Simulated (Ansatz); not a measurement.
## Zn started on a S site in zincblende ZnS, 64 atoms, charge 0

All numbers come from Ansatz (PAW, plane waves, no spin–orbit coupling) at the single k point (¼, ¼, ¼) without its symmetry partners. The atoms were relaxed with PBEsol in a fixed cell; other functionals are single points on those atoms unless said otherwise. The valence top and gap of the host come from its small cell on a dense mesh, with the band extrema sought between the mesh points, lined up by the mean potential, PBEsol gap 2.09 eV, HSE06 gap 3.46 eV, r²SCAN gap 2.79 eV.

Relaxed structure:

```
CELL_PARAMETERS angstrom
10.71254 0.00000 0.00000
0.00000 10.71254 0.00000
0.00000 0.00000 10.71254
ATOMIC_POSITIONS crystal
Zn 0.99722 0.00212 0.00159
Zn 0.99888 0.00480 0.49644
Zn 0.99895 0.49707 0.00434
Zn 0.00812 0.49442 0.49398
Zn 0.50235 0.99969 0.99915
Zn 0.50722 0.99544 0.49746
Zn 0.50726 0.49822 0.99485
Zn 0.46371 0.50057 0.49998
Zn 0.60174 0.62068 0.62022
Zn 0.25210 0.24884 0.99970
Zn 0.24870 0.24172 0.49610
Zn 0.25082 0.75177 0.00689
Zn 0.24338 0.75135 0.49607
Zn 0.74498 0.25745 0.99326
Zn 0.74555 0.25409 0.49940
Zn 0.74725 0.75009 0.99864
Zn 0.78705 0.72023 0.53762
Zn 0.25205 0.00031 0.24827
Zn 0.25083 0.00745 0.75122
Zn 0.24883 0.49668 0.24121
Zn 0.24337 0.49660 0.75077
Zn 0.74474 0.99371 0.25692
Zn 0.74716 0.99909 0.74956
Zn 0.74545 0.49997 0.25362
Zn 0.78615 0.53678 0.72099
Zn 0.99635 0.24829 0.24776
Zn 0.99790 0.24768 0.75149
Zn 0.99781 0.75201 0.24728
Zn 0.01038 0.75671 0.75627
Zn 0.50229 0.25128 0.25067
Zn 0.50623 0.25727 0.75076
Zn 0.50628 0.75158 0.25677
Zn 0.46794 0.75601 0.75539
S 0.12523 0.12513 0.12452
S 0.12249 0.12483 0.62466
S 0.12254 0.62525 0.12440
S 0.12373 0.62502 0.62448
S 0.62709 0.12506 0.12441
S 0.62445 0.12555 0.62460
S 0.62444 0.62520 0.12507
S 0.37958 0.37428 0.12056
S 0.36273 0.36530 0.62819
S 0.38051 0.87474 0.12742
S 0.36661 0.88065 0.61878
S 0.86962 0.37482 0.12636
S 0.88107 0.37248 0.62002
S 0.87055 0.87615 0.12414
S 0.88597 0.88236 0.63181
S 0.37950 0.12125 0.37364
S 0.38060 0.12802 0.87412
S 0.36281 0.62883 0.36475
S 0.36658 0.61935 0.88006
S 0.86960 0.12683 0.37419
S 0.87053 0.12463 0.87557
S 0.88105 0.62048 0.37205
S 0.88599 0.63229 0.88190
S 0.12904 0.36920 0.36862
S 0.12121 0.37161 0.87796
S 0.12122 0.87849 0.37105
S 0.13189 0.88130 0.88073
S 0.61595 0.38295 0.38247
S 0.63619 0.39242 0.85793
S 0.63609 0.85862 0.39184
S 0.61937 0.86724 0.86674
```

Chemical potentials μ are those of reference phases of the elements at zero temperature by the same functional (the usual solids, diamond for C, grey Sn, and the molecules H2, N2, O2, F2, Cl2, Br2 and S8).

```
functional  E(defect) − E(host) − Σ nμ + q·E_VBM (eV)  monopole (eV)  alignment (eV)  formation energy at E_F = VBM (eV)  moment (μB)            wall time, shared host
    PBEsol                                       4.91           0.00            0.00                                4.91  0 (no spin)  22 s on NVIDIA H100 (relaxation)
```

**Question.** Estimate the formation energy and moment that HSE06 gives on these atoms.

**Answer.** 5.44 eV at E_F = VBM, moment 0 (no spin). r²SCAN gives 5.32 eV.

HSE06 one-electron levels near the gap (the ten most localised at most), from the host's valence top:

```
level (eV)  spin  filling  atoms sharing it  element of the atom with most weight
     -0.23  both     2.00              43.5                                spread
     -0.20  both     2.00              42.9                                spread
      1.43  both     2.00               9.8                                    Zn
      3.03  both     0.00               7.7                                    Zn
      3.63  both     0.00               7.6                                    Zn
```

r²SCAN one-electron levels near the gap (the ten most localised at most), from the host's valence top:

```
level (eV)  spin  filling  atoms sharing it  element of the atom with most weight
     -0.22  both     2.00              45.5                                spread
     -0.19  both     2.00              44.8                                spread
      1.17  both     2.00              10.3                                    Zn
      2.35  both     0.00               7.8                                    Zn
      2.92  both     0.00               7.6                                    Zn
```

All elements are taken at their own reference at once; growth conditions in equilibrium with the host shift these energies, by up to the host's formation enthalpy.

One k point and a cell of this size can leave errors of several tenths of an eV in such numbers.
